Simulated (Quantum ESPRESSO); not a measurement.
Here is a Quantum ESPRESSO 7.5 calculation.

The input pw.in:

```
&CONTROL
  calculation = 'scf'
  prefix = 'pwscf'
  outdir = './tmp'
  pseudo_dir = './pseudo'
  tprnfor = .true.
  tstress = .true.
  disk_io = 'low'
/
&SYSTEM
  ibrav = 0
  nat = 5
  ntyp = 3
  ecutwfc = 45
  ecutrho = 360
  nbnd = 28
  occupations = 'smearing'
  smearing = 'fd'
  degauss = 0.00367493
/
&ELECTRONS
  conv_thr = 1d-09
  electron_maxstep = 120
  mixing_beta = 0.5
/
ATOMIC_SPECIES
Ba   137.3270 ba_pbe_v1.uspp.F.UPF
Zr    91.2240 zr_pbe_v1.uspp.F.UPF
O     15.9990 o_pbe_v1.2.uspp.F.UPF
CELL_PARAMETERS angstrom
   4.1913400000    0.0000000000    0.0000000000
   0.0000000000    4.1913400000    0.0000000000
   0.0000000000    0.0000000000    4.1913400000
ATOMIC_POSITIONS crystal
Ba     0.0000000000    0.0000000000    0.0000000000
Zr     0.5000000000    0.5000000000    0.5000000000
O      0.5000000000    0.5000000000    0.0000000000
O      0.5000000000    0.0000000000    0.5000000000
O      0.0000000000    0.5000000000    0.5000000000
K_POINTS automatic
8 8 8 0 0 0
```

Contents of scf2.in:

```
&CONTROL
  calculation = 'scf'
  prefix = 'pwscf'
  outdir = './tmp'
  pseudo_dir = './pseudo'
  tprnfor = .true.
  tstress = .true.
  disk_io = 'low'
/
&SYSTEM
  ibrav = 0
  nat = 5
  ntyp = 3
  ecutwfc = 45
  ecutrho = 360
  nbnd = 28
  occupations = 'fixed'
/
&ELECTRONS
  conv_thr = 1d-13
  electron_maxstep = 120
  mixing_beta = 0.5
  startingpot = 'file'
  startingwfc = 'file'
/
ATOMIC_SPECIES
Ba   137.3270 ba_pbe_v1.uspp.F.UPF
Zr    91.2240 zr_pbe_v1.uspp.F.UPF
O     15.9990 o_pbe_v1.2.uspp.F.UPF
CELL_PARAMETERS angstrom
   4.1913400000    0.0000000000    0.0000000000
   0.0000000000    4.1913400000    0.0000000000
   0.0000000000    0.0000000000    4.1913400000
ATOMIC_POSITIONS crystal
Ba     0.0000000000    0.0000000000    0.0000000000
Zr     0.5000000000    0.5000000000    0.5000000000
O      0.5000000000    0.5000000000    0.0000000000
O      0.5000000000    0.0000000000    0.5000000000
O      0.0000000000    0.5000000000    0.5000000000
K_POINTS automatic
8 8 8 0 0 0
```

Contents of ph.in:

```
dielectric of BaZrO3
&INPUTPH
  prefix = 'pwscf'
  outdir = './tmp'
  tr2_ph = 1d-18
  fildyn = 'dyn'
  niter_ph = 90
  alpha_mix(1) = 0.7
  epsil = .true.
  trans = .false.
  zeu = .true.
/
0.0000000000 0.0000000000 0.0000000000
```

Potentials or basis: GBRV 1.5 PBE.

Run with:

```console
$ OMP_NUM_THREADS=1 pw.x -in pw.in > pw.out
$ OMP_NUM_THREADS=1 pw.x -in scf2.in > scf2.out
$ OMP_NUM_THREADS=1 ph.x -in ph.in > ph.out
```

Problem. What does it give for the electronic dielectric tensor (diagonal)?

Solution. 4.87.

Problem. What does it give for the Born charges (mean of the diagonal)?

Solution. Ba +2.76; Zr +6.12; O -2.96 e.

Problem. Predict the pressure.

Solution. 4.5 GPa.

Problem. Predict the band gap on the k mesh.

Solution. 3.24 eV, indirect (least direct gap 3.44 eV).

Born effective charge tensors (e):
atom 1, Ba
```
2.76 0.00 0.00
0.00 2.76 0.00
0.00 0.00 2.76
```
atom 2, Zr
```
6.12 0.00 0.00
0.00 6.12 0.00
0.00 0.00 6.12
```
atom 3, O
```
-2.02  0.00  0.00
 0.00 -2.02  0.00
 0.00  0.00 -4.85
```
atom 4, O
```
-2.02  0.00  0.00
 0.00 -4.85  0.00
 0.00  0.00 -2.02
```
atom 5, O
```
-4.85  0.00  0.00
 0.00 -2.02  0.00
 0.00  0.00 -2.02
```

Caveat: the cell is more than 3 GPa from zero pressure, which shifts response properties; on a mesh that holds Γ this program's dielectric tensor can be off by some percent beyond the error of the mesh; spin-orbit coupling is left out, which moves the levels of the heavy elements. A k mesh can miss the band edges.
